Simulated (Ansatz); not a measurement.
Crystal: Ir.

```
Ir
1.0
     2.75138    0.00000    0.00000
    -1.37569    2.38276    0.00000
     0.00000    0.00000    4.46229
Ir
2
Direct
  0.33333 0.66667 0.25000
  0.66667 0.33333 0.75000
```

This isn't the form of Ir at room conditions, which is fcc.

Below is the output of Ansatz 0.2.0 for this cell. Logs are shortened: lines on timing, memory, paths and dates and some standing lists are left out, and cuts for length are marked.

```text
Warning: RAYON_NUM_THREADS=2 ignored (pool sized by the plan → 2); use --threads N
Engine: ansatz 0.2.0, x86_64-unknown-linux-gnu
Pseudopotentials: kind: paw
Pseudopotential: Ir, paw, valence charge 17, recommended cutoff 420 eV (normal), Ir.paw.azcp
Functional definition: PBE
  parameter kappa = 0.804
  parameter beta = 0.06672455060314922
  exchange = pbe_x(kappa = kappa, mu = beta*pi^2/3)
  correlation = pbe_c(beta = beta)
Crystal: 2 atoms, lattice volume = 29.254 Å³
Basis set: ecut = 420 eV, 573 PW (Γ), exchange–correlation on 40×40×60 points (8 copies of the dense FFT grid, shifted against one another)
Bands: 21, of which v1, the nominal top of the filled ones, is band 17 counted from 1 (16 counted from 0)
Symmetry: 24 space group operations
Space group: P63/mmc (ITA 194), of the structure as read, at distance tolerance 3.1e-5 Å
k-points: 64 of 726
Non-local potential: Ir, projectors of the file, l = 0: 3, l = 1: 2, l = 2: 2, l = 3: 1
PAW form: soft (Blöchl's): semilocal exchange-correlation on the pseudo side does not see the compensation charge
PAW one-centre angular grid: Ir, 590 points (default); XC on 64 Gauss nodes
Initial density: superposition of atomic densities (neutral atoms: chi_scale 0, normalization atom), corrected by the library's trained network
Initial wavefunctions: pseudopotential atomic-orbital guess
Functional: x = pbe(κ = 0.804, μ = 0.2195149727645171), c = pbe(β = 0.06672455060314922)
SCF iter   1: F=—  HF=-23870.448175 eV  |F-HF|=—  |Δ(HF+E_count)|=         —  Δρ=9.11e-3  dr2=7.78e-3  ethr=1.77e-3  ⟨swp⟩=4.8  Hψ=5261  notcnv=0
preconditioner: auto → none  [metal: Δε(μ)=0.011 eV  Ē_g=7.746 eV  σ=0.050 eV  W_gap=0.05  n_scr=8 (ndim 8)  ℏωp=29.1 eV  f_vac=0.000  D(μ)=3.20/eV (n_scr^D=36)  sad-step TF]
SCF iter   2: F=—  HF=-23870.451821 eV  |F-HF|=—  |Δ(HF+E_count)|=   3.65e-3  Δρ=5.29e-3  dr2=2.76e-3  ethr=2.29e-5  ⟨swp⟩=2.3  Hψ=2260  notcnv=0
SCF iter   3: F=—  HF=-23870.453359 eV  |F-HF|=—  |Δ(HF+E_count)|=   1.54e-3  Δρ=2.90e-4  dr2=7.96e-6  ethr=8.11e-6  ⟨swp⟩=2.0  Hψ=1928  notcnv=0
SCF iter   4: F=—  HF=-23870.453387 eV  |F-HF|=—  |Δ(HF+E_count)|=   2.88e-5  Δρ=4.42e-5  dr2=3.74e-7  ethr=2.34e-8  ⟨swp⟩=2.0  Hψ=1960  notcnv=0
iter 5 did not close the SCF: its close was put off for the readings that it lacked (scf_convergence_deferred on its scf_iter line)
SCF iter   5: F=-23870.453387 eV  HF=-23870.453387 eV  |F-HF|=1.11e-8  |Δ(HF+E_count)|=   9.67e-8  Δρ=1.06e-5  dr2=1.89e-8  ethr=1.10e-9  ⟨swp⟩=2.0  Hψ=2194  notcnv=0
SCF iter   6: F=-23870.453387 eV  HF=-23870.453387 eV  |F-HF|=4.37e-11  |Δ(HF+E_count)|=   5.07e-9  Δρ=1.70e-6  dr2=2.02e-10  ethr=5.56e-11  ⟨swp⟩=4.9  Hψ=7166  notcnv=0
SCF 1 converged in 6 iterations: F = -23870.453387 eV  dr2 = 2.02e-10
  greatest PAW one-centre occupation: 1.000 electrons in one spin orbital (limit 2), on the Ir atom at site 1 (counted from 0), in its partial waves of l = 0
SCF converged after 6 iterations
Free energy (F): -23870.453387 eV
Harris-Foulkes:  -23870.453387 eV  (|F-HF|=4.37e-11)
Internal energy: -23870.427877 eV  (E = F + TS)
E sigma→0 (E₀):  -23870.440632 eV
Entropy (-TS):   -0.025510 eV (-12.755 meV/atom)
Fermi energy:    24.861499 eV
--- Per-component energies (eV) ---
  E_band       = -195.365188
  E_kinetic    = 1244.421941
  E_local      = -2204.817989  (includes V_loc(G=0)·N_el)
  E_nonlocal   = 145.038690
  E_hartree    = 841.455259
  E_xc         = -535.372548
  E_vxc        = -599.435412  (∫ρ·V_xc dr)
  E_paw        = -18446.628361  (= ΣΔE_a)
  E_vpaw       = -463.482941  (= ΣTr[D̂ρ^β])
  E_aug_tail   = 0.000111  (compensation charges beyond the density's cutoff)
  E_ewald      = -4914.524980
  E_smearing   = -0.025510  (= −TS)
  E_closure    = 0.000000  (closes the sum)
  Σ components = -23870.453387   (vs F -23870.453387, Δ=0.00e0)
--- Forces (eV/Å), atoms counted from 1 ---
  atom   1  Ir     0.00000000     0.00000000     0.00000000
  atom   2  Ir     0.00000000    -0.00000000     0.00000000
  max |Σ_I F_I| component: 0.00e0 eV/Å
--- Stress (GPa, compression-positive) ---
       -1.167619      -0.000000       0.000000
       -0.000000      -1.167619       0.000000
        0.000000       0.000000      -1.579652
  P = ⅓ Tr σ = -1.3050 GPa (-13.050 kbar)
--- Band table (eV; the first three rows and the last of 64) ---
  k-point 0: bands = ["-67.9988", "-67.9406", "-25.2382", "-24.6142", "-24.6142", "-24.5251", "-24.5106", "-24.5106", "13.9881", "17.0243", "21.1096", "21.2115", "21.2115", "21.8370", "21.8370", "22.5984", "22.5984", "24.1207", "25.1353", "25.1353", "31.6580"]
  k-point 1: bands = ["-67.9949", "-67.9445", "-25.1922", "-24.6073", "-24.6073", "-24.5747", "-24.5176", "-24.5176", "14.2899", "17.0307", "20.9741", "21.0948", "21.0948", "21.6878", "21.6878", "22.9467", "22.9467", "23.0885", "25.1181", "25.1181", "33.1497"]
  k-point 2: bands = ["-67.9843", "-67.9552", "-25.0651", "-24.7087", "-24.5884", "-24.5884", "-24.5366", "-24.5366", "15.1204", "16.8807", "20.6882", "20.9959", "20.9959", "21.3685", "21.3685", "21.4522", "23.6764", "23.6764", "24.9299", "24.9299", "36.2130"]
  k-point 63: bands = ["-67.9294", "-67.9294", "-25.0936", "-25.0936", "-24.9067", "-24.9067", "-24.6544", "-24.6544", "18.6494", "18.6494", "19.7608", "19.7608", "20.8822", "20.8822", "22.6672", "22.6672", "25.2319", "25.2319", "31.1104", "31.1104", "32.5209"]
```

Q: What input gives this log?

A: Single point with PBE, no spin polarisation. The files as run (others can give the same):

input.yaml
```yaml
crystal:
  lattice:
    - [2.7513778946, 0.0, 0.0]
    - [-1.3756889473, 2.3827631521, 0.0]
    - [0.0, 0.0, 4.46229]
  atoms:
    - { symbol: Ir, position: [0.3333333333, 0.6666666667, 0.25] }
    - { symbol: Ir, position: [0.6666666667, 0.3333333333, 0.75] }
hamiltonian:
  xc: pbe
  pseudopotentials: { kind: paw }
kpoints:
  mp_grid: { grid: [11, 11, 6] }
scf:
  occupations: { method: fermi_dirac, width: 0.05 }
output:
  forces: true
  stress: true
  eigenvalues: true
  write_density: true
  write_potential: true
  elf: true
  volumetric_format: npy
```

Potentials or basis: Ansatz PAW.
Launch:
```console
$ ansatz run input.yaml --threads 2 --pin off --max-ram 5120MiB --backend cpu --events-out ev --progress --plain --runs-dir out
```
